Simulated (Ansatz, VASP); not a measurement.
Two plane-wave programs on Si

```xyz
8
Lattice="4.7132 2.7212 1.8840 -4.7132 2.7212 1.8840 0.0000 -5.4424 1.8840" Properties=species:S:1:pos:R:3 pbc="T T T"
Si    2.3644   -2.4326    2.3565
Si    0.0000    0.0000    1.6230
Si    0.9245    3.2640    2.3565
Si   -2.3644    2.4326    3.2955
Si   -0.9245   -3.2640    3.2955
Si    0.0000    0.0000    4.0290
Si    3.2889    0.8313    3.2955
Si   -3.2889   -0.8313    2.3565
```

This isn't the form of Si at room conditions, which is diamond.

Alike in both runs: functional r2SCAN; k mesh 6 × 6 × 6; occupations fermi-dirac, width 0.05 eV; no spin polarisation.

```csv
,VASP,Ansatz
version,VASP 6.6.1,Ansatz 0.2.0
potentials or method,"VASP PAW PBE potentials, release 64 (Si)",Ansatz PAW
plane-wave cutoff (eV),520,500
valence electrons in the cell,32,32
task,single point,band structure
```

|  | VASP | Ansatz | Ansatz less VASP |
| --- | --- | --- | --- |
| gap on the k mesh at the Fermi level (eV) | none | none | - |
| pressure (GPa) | 0.0 | 0.3 | +0.22 |
| largest component of the traceless stress (GPa) | 0.17 | 0.17 | +0.002 |
| rms of the force components (eV/Å) | 0.006 | 0.007 | +0.0001 |

Atom by atom the forces differ by 0.005 eV/Å (rms over components). A gap of «none» marks a metal or a gap that the smearing closes. With one functional, cell and mesh, what is left measures potentials, basis and numerics.

Caveats: the PAW data sets were made with another functional, which shifts forces and pressure a little (VASP); the PAW data sets come from PBE, with cores solved anew for the run's functional, which leaves a small shift of forces and pressure (Ansatz).
